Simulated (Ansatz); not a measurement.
Wanted: the native input for an Ansatz 0.2.0 run.

```
Task                : single point
Functional          : PBE
Dispersion          : D4
Potentials or basis : Ansatz PAW
Cutoff              : 420 eV (not typed: the program's choice for these potentials)
k mesh              : 8 × 8 × 6
Occupations         : fermi-dirac, width 0.05 eV
Spin                : no spin polarisation
```

P:

```
CELL_PARAMETERS angstrom
1.64774 -5.46504 0.00000
1.64774 5.46504 0.00000
0.00000 0.00000 4.54364
ATOMIC_POSITIONS crystal
P 0.90414 0.09586 0.58882
P 0.09586 0.90414 0.41118
P 0.59586 0.40414 0.08882
P 0.40414 0.59586 0.91118
```

The input as run:

input.yaml

```yaml
crystal:
  lattice:
    - [1.6477431241, -5.4650377251, 0.0]
    - [1.6477431241, 5.4650377251, 0.0]
    - [0.0, 0.0, 4.54363559]
  atoms:
    - { symbol: P, position: [0.90414313, 0.09585687, 0.58881517] }
    - { symbol: P, position: [0.09585687, 0.90414313, 0.41118483] }
    - { symbol: P, position: [0.59585687, 0.40414313, 0.08881517] }
    - { symbol: P, position: [0.40414313, 0.59585687, 0.91118483] }
hamiltonian:
  xc: pbe
  pseudopotentials: { kind: paw }
  dispersion: d4
kpoints:
  mp_grid: { grid: [8, 8, 6] }
scf:
  occupations: { method: fermi_dirac, width: 0.05 }
output:
  forces: true
  stress: true
  eigenvalues: true
  write_density: true
  write_potential: true
  elf: true
  volumetric_format: npy
```

Potentials or basis: Ansatz PAW.

Launch:

```console
$ ansatz run input.yaml --threads 2 --pin off --max-ram 5632MiB --backend cpu --events-out ev --progress --plain --runs-dir out
```

Results of the run:

```yaml
Pressure: -0.7 GPa
Largest_force: 0.353 eV/Å
Band_gap_on_the_k_mesh: 0.10 eV, direct
```

Wall time 7.2 s on 2 threads of Intel(R) Xeon(R) Processor @ 2.50GHz (Skylake/Cascade Lake), on a shared host, peak memory 0.42 GiB.
